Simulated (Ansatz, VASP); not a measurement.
# One calculation of AlRu, two programs

```xyz
2
Lattice="2.9651 0.0000 0.0000 0.0000 2.9651 0.0000 0.0000 0.0000 2.9651" Properties=species:S:1:pos:R:3 pbc="T T T"
Al    0.0000    0.0000    0.0000
Ru    1.4826    1.4826    1.4826
```

Alike in both runs: functional r2SCAN; k mesh 14 × 14 × 14; occupations gaussian, width 0.1 eV; no spin polarisation.

Ansatz relaxed the structure, and its values are those at the end. VASP's run is a single point on that final structure, the one shown.

|  | VASP | Ansatz |
| --- | --- | --- |
| version | VASP 6.6.1 | Ansatz 0.2.0 |
| potentials or method | VASP PAW PBE potentials, release 64 (Al, Ru_pv) | scalar-relativistic, plane waves, PAW |
| plane-wave cutoff (eV) | 520 | 500 |
| valence electrons in the cell | 17 | 19 |

Ansatz gave:

- gap on the k mesh at the Fermi level (eV): none
- pressure (GPa): 4.0

**Question.** What did VASP give for the same quantities?

**Answer.** gap on the k mesh at the Fermi level (eV): none; pressure (GPa): 4.2.

A gap of «none» marks a metal or a gap that the smearing closes. The two sets of potentials don't hold the same shells in valence.

Caveats: the PAW data sets were made with another functional, which shifts forces and pressure a little (VASP).
